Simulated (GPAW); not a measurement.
Crystal: CoO.

```
Co O
1.0
     2.82845    0.00000    0.00000
    -1.41423    2.44951    0.00000
     0.00000    0.00000    2.72172
Co O
1 1
Direct
  0.00000 0.00000 0.50000
  0.66667 0.33333 0.00000
```

The cell was built by a generator and needn't be a form met in nature.

| Property | Result |
| --- | --- |
| Program | GPAW 26.7.0 |
| Task | relaxation of cell and atoms |
| Functional | BLYP |
| Potentials or basis | PAW data sets generated in the run's folder for this functional |
| Cutoff | 800 eV |
| Basis | pw |
| k mesh | 8 × 8 × 7 |
| Occupations | fermi-dirac, width 0.05 eV |
| Spin | collinear spin, ferromagnetic start |
| Starting moments | [2.0, 0.0] μB |

At the start: pressure 8.9 GPa; volume 9.43 Å³/atom.

Q: Where does the relaxation end?

A: Over 8 steps the energy falls by 13.8 meV/atom and the volume is 9.92 Å³/atom (+5.2 %); space group P-6m2 (No. 187, to 0.05 Å); moment 3.00 μB per cell.

Step by step:
```csv
step,energy change (eV),largest force (eV/Å),pressure (GPa),volume (Å³)
1,0.0000,0.0000,8.91,18.86
2,-0.0106,0.0000,6.60,19.07
3,-0.0255,0.0000,0.35,19.73
4,-0.0264,0.0000,-0.05,19.78
5,-0.0267,0.0000,-0.56,19.85
6,-0.0273,0.0000,-0.69,19.89
7,-0.0277,0.0000,-0.37,19.87
8,-0.0277,0.0000,-0.07,19.83
```

Final structure:
```
CELL_PARAMETERS angstrom
2.89383 0.00000 0.00000
-1.44691 2.50613 0.00000
0.00000 0.00000 2.73479
ATOMIC_POSITIONS crystal
Co 0.00000 0.00000 0.50000
O 0.66667 0.33333 0.00000
```

Caveat: each step starts from the last one's moments, so a moment once lost doesn't come back; later steps reuse the first step's grids; a cell with one magnetic atom can't hold antiferromagnetic order, which such compounds often take.
